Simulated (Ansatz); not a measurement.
Runs of Ansatz 0.2.0 on W. Symmetry: Im-3m, No. 229, cubic system. The conventional cell has a = 3.165 Å, b = 3.165 Å, c = 3.165 Å, α = 90.00°, β = 90.00°, γ = 90.00°. W (site symmetry m-3m) has 8 W at 2.74 Å as nearest neighbours. 

```tsv
task	level	U	cell	cutoff (eV)	hubbard projectors	double counting	gap on the mesh (eV)	pressure (GPa)	relaxed volume (Å³/atom)
single point	LDA+U	W d U = 5 eV	as given	420	ortho-atomic (the default)	fll (the default)	none	-5.4	-
single point	LDA	-	as given	420	-	-	none	-8.9	-
single point	LDA+U	W d U = 3 eV	as given	420	ortho-atomic (the default)	fll (the default)	none	-7.7	-
single point	LDA+U	W d U = 6 eV	as given	420	ortho-atomic (the default)	fll (the default)	none	(a)	-
single point	LDA+U	W d U = 8 eV	as given	420	ortho-atomic (the default)	fll (the default)	none	(b)	-
relaxation of cell and atoms	PBE	-	relaxed	420	-	-	none	0.0	16.15
single point	LDA+U	W d U = 2 eV	as given	420	ortho-atomic (the default)	fll (the default)	none	-8.3	-
single point	LDA+U	W d U = 4 eV	as given	420	ortho-atomic (the default)	fll (the default)	none	-6.8	-
relaxation of cell and atoms	r2SCAN	-	relaxed	500	-	-	none	0.0	15.92
```

Alike in all rows: potentials or basis Ansatz PAW; no spin polarisation; k mesh 12 × 12 × 12; smearing fermi-dirac 0.05 eV.

Problem. Fill in the values left out.

Solution. (a) -3.5; (b) 3.7.

Caveats: the PAW data sets come from PBE, with cores solved anew for the run's functional, which leaves a small shift of forces and pressure (some runs); U without spin polarisation on a metal has little footing (some runs); the U is typed as a test and isn't derived for this compound (some runs); the plane-wave basis is chosen anew once the cell has moved, so the energies of steps on either side of that aren't comparable (some runs).

A k mesh can miss the band edges, and the runs leave out spin-orbit coupling on W.

A gap of «none» marks a metal or a gap under the smearing width.
